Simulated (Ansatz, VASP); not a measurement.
## One calculation of K, two programs

Contents of INCAR:

```
PREC = Accurate
ENCUT = 520
EDIFF = 1E-7
ISMEAR = -1
SIGMA = 0.1
LREAL = False
LASPH = True
NELM = 80
ALGO = Fast
ISIF = 2
LWAVE = False
LCHARG = False
GGA = CA
NBANDS = 20
```

Contents of KPOINTS:

```
regular mesh
0
Gamma
  6 6 8
```

File POSCAR:

```
K
1.0
    7.3161065693      0.0000000000      0.0000000000
   -3.6580532847      6.3359341458      0.0000000000
    0.0000000000      0.0000000000      4.3574976449
K
3
Direct
    1.0000000000      1.0000000000      0.0000000000
    0.3333333333      0.6666666667      0.5000000000
    0.6666666667      0.3333333333      0.5000000000
```

Input for Ansatz:

```yaml
crystal:
  lattice:
    - [7.3161065693, 0.0, 0.0]
    - [-3.6580532847, 6.3359341458, 0.0]
    - [0.0, 0.0, 4.3574976449]
  atoms:
    - { symbol: K, position: [1.0, 1.0, 0.0] }
    - { symbol: K, position: [0.3333333333, 0.6666666667, 0.5] }
    - { symbol: K, position: [0.6666666667, 0.3333333333, 0.5] }
hamiltonian:
  xc: lda
  pseudopotentials:
    kind: paw
    azcp:
      K: "pseudopotentials/K.paw.azcp"
basis:
  ecutwfc: 420
  fft_grid_basis: typed
kpoints:
  mp_grid: { grid: [6, 6, 8], shift: [0, 0, 0] }
magnetization:
  spin_polarized: false
scf:
  occupations: { method: fermi_dirac, width: 0.1 }
  lower_state_search: "off"
output:
  stress: true
  write_density: true
  write_potential: true
  elf: true
  volumetric_format: npy
```

Alike in both runs: task single point; functional LDA; k mesh 6 × 6 × 8; occupations fermi-dirac, width 0.1 eV; no spin polarisation.

|  | VASP | Ansatz |
| --- | --- | --- |
| version | VASP 6.6.1 | Ansatz 0.2.0 |
| potentials or method | VASP PAW LDA potentials, release 64 (K_sv) | plane waves (420 eV) with PAW, scalar-relativistic |
| plane-wave cutoff (eV) | 520 | 420 |
| valence electrons in the cell | 27 | 27 |

|  | VASP | Ansatz | Ansatz less VASP |
| --- | --- | --- | --- |
| pressure (GPa) | -0.2 | -0.2 | +0.02 |

Ansatz warned: «pseudo_functional_mismatch».
